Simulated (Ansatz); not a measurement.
# Si2Ni: the cost of one run

Method: DFT, PBE, plane-wave PAW, default files, scalar-relativistic, in Ansatz 0.2.0.

## (1) Starting point

It takes space group Fm-3m (No. 225, cubic). The conventional cell has a = 5.406 Å, b = 5.406 Å, c = 5.406 Å, α = 90.00°, β = 90.00°, γ = 90.00°. Around Si (site symmetry -43m) lie 4 Ni at 2.34 Å. Around Ni (site symmetry m-3m) lie 8 Si at 2.34 Å.

Structure file:

```cif
data_structure
_symmetry_space_group_name_H-M 'Fm-3m'
_symmetry_Int_Tables_number 225
_cell_length_a 5.4060
_cell_length_b 5.4060
_cell_length_c 5.4060
_cell_angle_alpha 90.000
_cell_angle_beta 90.000
_cell_angle_gamma 90.000
_cell_volume 157.99
loop_
_atom_site_label
_atom_site_type_symbol
_atom_site_symmetry_multiplicity
_atom_site_Wyckoff_symbol
_atom_site_fract_x
_atom_site_fract_y
_atom_site_fract_z
_atom_site_occupancy
Si1 Si 8 c 0.25000 0.75000 0.75000 1
Ni1 Ni 4 a 0.00000 0.00000 0.00000 1
```

The earlier run gave: no gap over 0.1 eV on the mesh, largest force 0.000 eV/Å, pressure 3.4 GPa.

Site by site (atoms counted from 1):

| site | atoms | first shell | V_zz (10²¹ V/m²) | η | C_Q (MHz) |
| --- | --- | --- | --- | --- | --- |
| Si | 1, 2 | 4 Ni at 2.34 Å, 6 Si at 2.70 Å | 0.00 | – | – |
| Ni | 3 | 8 Si at 2.34 Å | 0.00 | – | 0 (⁶¹Ni) |

V_zz is the principal component of the electric field gradient with the largest magnitude, η = (V_xx − V_yy)/V_zz and C_Q = eQV_zz/h. Quadrupole moments are those of Pyykkö's year-2017 table. A dash under C_Q marks elements without a common quadrupolar isotope.

## (2) Z stretched by -2 %, ions relaxed

Contents of input.yaml:

```yaml
crystal:
  lattice:
    - [0.0, 2.703, 2.64894]
    - [2.703, 0.0, 2.64894]
    - [2.703, 2.703, 0.0]
  atoms:
    - { symbol: Si, position: [0.25, 0.25, 0.25] }
    - { symbol: Si, position: [0.75, 0.75, 0.75] }
    - { symbol: Ni, position: [0.0, 0.0, 0.0], spin: 1.5 }
magnetization:
  spin_polarized: true
kpoints:
  mp_grid: { grid: [15, 15, 15] }
scf:
  occupations: { method: fermi_dirac, width: 0.05 }
hamiltonian:
  xc: pbe
  pseudopotentials: { kind: paw }
output:
  forces: true
  stress: true
  populations: true
  efg: { quadrupole_moments_barn: { Ni: 0.162 }, contact_densities: true }
relax:
  f_tol: 0.02
  max_steps: 60
```

The run is started by

```console
ansatz run input.yaml --threads 1 --pin off --max-ram 3072MiB --backend cpu --events-out ev --progress --plain --runs-dir out
```

**Question.** How long does this run take on 1 thread of Arm Neoverse V1, shared host, and how much memory does it need?

About 45 s, with a peak of 0.67 GiB.
